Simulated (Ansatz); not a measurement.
BN: energy along a strain

BN, F-43m, a = 3.626 Å (as given, not relaxed at this level: -0.4 GPa). The compound has several low-lying forms, and this is one of them. Ansatz: PBE, PAW, 420 eV, Γ-centred 12×12×12 mesh on 2 atoms, Gaussian smearing 0.05 eV; no spin polarisation. Cell vectors (Å): 0.000 1.813 1.813; 1.813 0.000 1.813; 1.813 1.813 0.000. The cell is strained by x per cent times the pattern (0 0 0 0 1 0) in the order xx yy zz yz xz xy (engineering shears), with fractional coordinates held. y is the free energy over the start, V0 = 5.959 Å³/atom. Symmetry makes y even in x.

```
x (%) y (meV/atom)
-4.00             ?
-2.00          3.22
 0.00          0.00
 0.50          0.15
 1.00          0.75
 1.50          1.78
 2.50          5.06
 3.00          7.33
 3.50         10.01
```

Problem. Fit y = c2 x² + c4 x⁴ to the other rows, get the stiffness along the pattern, and predict the missing energy.

Solution. Least squares on the rows shown. y = 0.7966 x² + 0.001759 x⁴. The clamped-ion stiffness p·C·p = 2 × 7.966 eV × 160.2 / 5.959 Å³ = 428 GPa, which is C55 in these axes (C44 of the cubic crystal) (second derivative at the start, which stands under stress). At x = -4.00 the fit asked for gives 13.20 meV/atom. The run gave 13.08 meV/atom, so the fit is 0.12 meV/atom too high, a small miss on the scale of the series.